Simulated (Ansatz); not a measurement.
# MnO

Level of theory: DFT, PBE+U (U_eff = 3.9 eV on Mn 3d), scalar-relativistic, collinear spin; plane waves to 420 eV with PAW datasets (Ansatz 0.2.0), Γ-centred 12×12×12 mesh, 0.05 eV Gaussian smearing. The datasets are Ansatz's generated set soft_2.

```cif
data_structure
_symmetry_space_group_name_H-M 'P 1'
_symmetry_Int_Tables_number 1
_cell_length_a 3.2053
_cell_length_b 3.2053
_cell_length_c 3.2053
_cell_angle_alpha 60.000
_cell_angle_beta 60.000
_cell_angle_gamma 60.000
_cell_volume 23.28
loop_
_atom_site_label
_atom_site_type_symbol
_atom_site_fract_x
_atom_site_fract_y
_atom_site_fract_z
_atom_site_occupancy
Mn1 Mn 0.00000 0.00000 0.00000 1
O1 O 0.50000 0.50000 0.50000 1
```

The chain of runs began from a cell as deposited in COD, expanded in volume.

The geometry is fixed. Moments are started on Mn in several ways. q is the propagation vector of an order in a doubled cell, in units of this cell's reciprocal vectors; doubled cells take an equivalent mesh or are counted from a ferromagnetic run in the same cell, unless said otherwise. Energies count from the first row, the state in which the cell was relaxed.

Problem. Rank the starts by the energy at which they end, lowest first (meV/atom from the last run of the relaxation).
A. no spin polarisation
B. antiparallel, q = (0, 1/2, 1/2)
C. antiparallel, q = (0, 0, 1/2)
D. ferromagnetic

Solution. C (-29.7), B (-22.7), D (0.0), A (2248.5).

| start | largest typed moment (μB) | ΔE (meV/atom) | gap on the mesh (eV) | P (GPa) | final spin moments (μB) |
| --- | --- | --- | --- | --- | --- |
| ferromagnetic | 4.76* | 0.0 | 0.02 | 0.0 | Mn 4.32; O 0.16 |
| no spin polarisation | 0.00 | 2248.5 | metal | -31.3 | none |
| antiparallel, q = (0, 0, 1/2) | 5.00* | -29.7 | 1.54 | -2.0 | Mn 4.29, -4.29 |
| antiparallel, q = (0, 1/2, 1/2) | 5.00* | -22.7 | 0.56 | -1.2 | Mn 4.31, -4.31; O -0.05, 0.05 |

A star marks runs that didn't start from the typed moments alone: they went on from the state of an earlier run.

The row without spin polarisation prices the pairing of the open shell's electrons, in one of several fillings that the shell can take under U, not a magnetic ordering energy.

Relaxed again in its lowest state, the crystal takes 11.46 Å³/atom against the 11.64 of these rows, with moments up to 4.27 μB, and lies 32 meV/atom under the first row.

Gaps under about 0.06 eV aren't resolved at this smearing.

Only orders that fit these small cells were tried.

Open d and f shells can converge to several self-consistent states; each row is the one that its run reached. Site moments are of spin, integrated over atomic spheres. A gap on the mesh alone may be smaller, or close, between its points.
